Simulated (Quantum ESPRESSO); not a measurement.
Crystal: Pb.

```
Pb
1.0
     0.00000    2.47502    2.47502
     2.47502    0.00000    2.47502
     2.47502    2.47502    0.00000
Pb
1
Direct
  0.00000 0.00000 0.00000
```

| Quantity | Value |
| --- | --- |
| Program | Quantum ESPRESSO 7.5 |
| Task | phonon dispersion |
| Functional | PBE |
| Potentials or basis | PseudoDojo 0.4.1 SR PBE standard |
| Cutoff | 762 eV |
| Density cutoff | 3048 eV |
| k mesh | 10 × 10 × 10 |
| Occupations | cold, width 0.2 eV |
| Spin | no spin polarisation |
| Mixing beta | 0.5 |
| Most SCF iterations | 120 |
| SCF threshold | 2e-10 Ry |
| q mesh | 2 × 2 × 2 |

The cell and the atoms were relaxed first, to 31.78 Å³/atom (a = 3.555 Å, b = 3.555 Å, c = 3.555 Å, α = 60.00°, β = 60.00°, γ = 60.00°), and the response was taken there.

**Question.** Is this structure dynamically stable at this level, and how far does the spectrum reach?

**Answer.** Yes, as far as this q mesh shows: no mode on the path is imaginary. The highest frequency is 66 cm⁻¹.

Phonon frequencies at the corners of the path (cm⁻¹, interpolated; i marks imaginary ones):
```csv
point,frequencies
Γ,0 0 0
X,38 38 58
W,40 51 51
K,36 49 55
L,30 30 66
U,36 49 55
```

Harmonic thermodynamics per atom at this volume (zero-point energy 7.6 meV, Debye temperature from the second moment 80 K):
| T (K) | free energy (meV) | entropy (k_B) | heat capacity Cv (k_B) |
| --- | --- | --- | --- |
| 50 | 2.3 | 2.84 | 2.65 |
| 100 | -14.5 | 4.78 | 2.91 |
| 200 | -65.5 | 6.83 | 2.98 |
| 298.15 | -128.6 | 8.02 | 2.99 |
| 500 | -282.7 | 9.57 | 3.00 |
| 800 | -549.6 | 10.97 | 3.00 |

Phonon states per cell in windows of 5 cm⁻¹ (negative: imaginary):
| from (cm⁻¹) | total |
| --- | --- |
| 0 | 0.00 |
| 5 | 0.01 |
| 10 | 0.03 |
| 15 | 0.06 |
| 20 | 0.13 |
| 25 | 0.27 |
| 30 | 0.55 |
| 35 | 0.54 |
| 40 | 0.29 |
| 45 | 0.27 |
| 50 | 0.19 |
| 55 | 0.52 |
| 60 | 0.14 |
| 65 | 0.01 |

A q mesh this small can miss soft modes between its points.

Caveat: the q mesh is small, so phonon branches between its points and thermal values are rough.
